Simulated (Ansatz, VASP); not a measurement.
# BN: VASP beside Ansatz

INCAR

```
SYSTEM = BN
ALGO = Normal
EDIFF = 1E-6
ENCUT = 520
GGA = PE
ISIF = 2
ISMEAR = 0
LASPH = .True.
LCHARG = .True.
LELF = .True.
LREAL = .False.
LVHAR = .True.
LWAVE = .False.
NBANDS = 16
NELM = 100
PREC = Accurate
SIGMA = 0.01
```

File KPOINTS:

```
k-points
0
Gamma
  6 6 2
  0 0 0
```

The input POSCAR:

```
BN
1.0
    2.4982400000      0.0000000000      0.0000000000
   -1.2491200000      2.1635393000      0.0000000000
    0.0000000000      0.0000000000      6.6357000000
B N
2 2
Direct
    0.3333333333      0.6666666667      0.2500000000
    0.6666666667      0.3333333333      0.7500000000
    0.3333333333      0.6866666667      0.7500000000
    0.6666666667      0.3333333333      0.2500000000
```

Input for Ansatz:

```yaml
crystal:
  lattice:
    - [2.49824, 0.0, 0.0]
    - [-1.24912, 2.1635393, 0.0]
    - [0.0, 0.0, 6.6357]
  atoms:
    - { symbol: B, position: [0.3333333333333333, 0.6666666666666666, 0.25] }
    - { symbol: B, position: [0.6666666666666666, 0.3333333333333333, 0.75] }
    - { symbol: "N", position: [0.3333333333333333, 0.6866666666666666, 0.75] }
    - { symbol: "N", position: [0.6666666666666666, 0.3333333333333333, 0.25] }
basis:
  ecutwfc: 420.0
kpoints:
  mp_grid:
    grid: [6, 6, 2]
hamiltonian:
  xc: pbe
  pseudopotentials:
    kind: paw
scf:
  occupations:
    method: fixed
output:
  forces: true
```

Alike in both runs: task single point; functional PBE; k mesh 6 × 6 × 2; no spin polarisation.

|  | VASP | Ansatz |
| --- | --- | --- |
| version | VASP 6.6.1 | Ansatz 0.2.0 |
| potentials or method | VASP PAW PBE potentials, release 64 (B, N) | plane waves, PAW |
| plane-wave cutoff (eV) | 520 | 420 |
| occupations | gaussian, width 0.01 eV | fixed |
| valence electrons in the cell | 16 | 16 |

Ansatz gave:

| Quantity | Value |
| --- | --- |
| rms of the force components (eV/Å) | 0.867 |

Question: Estimate VASP's values.

Answer: rms of the force components (eV/Å): 0.864.

Atom by atom the forces differ by 0.003 eV/Å (rms over components).

Caveats: the k mesh is coarse (spacing up to 0.48 Å⁻¹), so the values aren't converged; forces of over 1 eV/Å show positions far from the minimum, so gaps and moduli don't describe the material at rest. A k mesh can miss the band edges.
